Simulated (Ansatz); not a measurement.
**Structure relaxation of As**

Method: Ansatz 0.2.0, DFT PBE, scalar-relativistic, plane waves, PAW. Cutoff 420 eV, Γ-centred k mesh, Gaussian smearing, no spin polarisation in the final step.

As was placed on the beta-tungsten (A15) structure type (Pm-3n, No. 223), at a guessed volume.

```
As
1.0
     5.43158    0.00000    0.00000
     0.00000    5.43158    0.00000
     0.00000    0.00000    5.43158
As
8
Direct
  0.50000 0.50000 0.50000
  0.00000 0.00000 0.00000
  0.25000 0.00000 0.50000
  0.50000 0.25000 0.00000
  0.50000 0.75000 0.00000
  0.75000 0.00000 0.50000
  0.00000 0.50000 0.75000
  0.00000 0.50000 0.25000
```

Cell and atoms relax at zero pressure; the relaxation can't lower the symmetry of the start.

Energies count from the standard state of As at the same level.

(1) Which crystal results?

(2) What are its volume, energy, density and gap?

## Answers

(1) It keeps Pm-3n (No. 223). The result has the beta-tungsten (A15) structure. Conventional cell: a = 5.396 Å. Around As on Wyckoff site a (2 atoms of the primitive cell) lie 12 As at 3.02 Å; As on Wyckoff site c (6 atoms of the primitive cell) is coordinated by 2 As at 2.70 Å, 4 As at 3.02 Å and 8 As at 3.30 Å.

```cif
data_structure
_symmetry_space_group_name_H-M 'Pm-3n'
_symmetry_Int_Tables_number 223
_cell_length_a 5.3955
_cell_length_b 5.3955
_cell_length_c 5.3955
_cell_angle_alpha 90.000
_cell_angle_beta 90.000
_cell_angle_gamma 90.000
_cell_volume 157.07
loop_
_atom_site_label
_atom_site_type_symbol
_atom_site_symmetry_multiplicity
_atom_site_Wyckoff_symbol
_atom_site_fract_x
_atom_site_fract_y
_atom_site_fract_z
_atom_site_occupancy
As1 As 2 a 0.50000 0.50000 0.50000 1
As2 As 6 c 0.25000 0.00000 0.50000 1
```

(2) The volume per atom is 19.63 Å³, the density is 6.34 g/cm³ and the energy over the standard structure is 0.59 eV/atom. The gap on the 8×8×8 mesh is 0 eV (a metal).

The final run used a 8×8×8 mesh on its 8-atom cell and 0.10 eV smearing. For metals, differences of a few meV/atom aren't resolved. A structure relaxed within its symmetry needn't be a true minimum.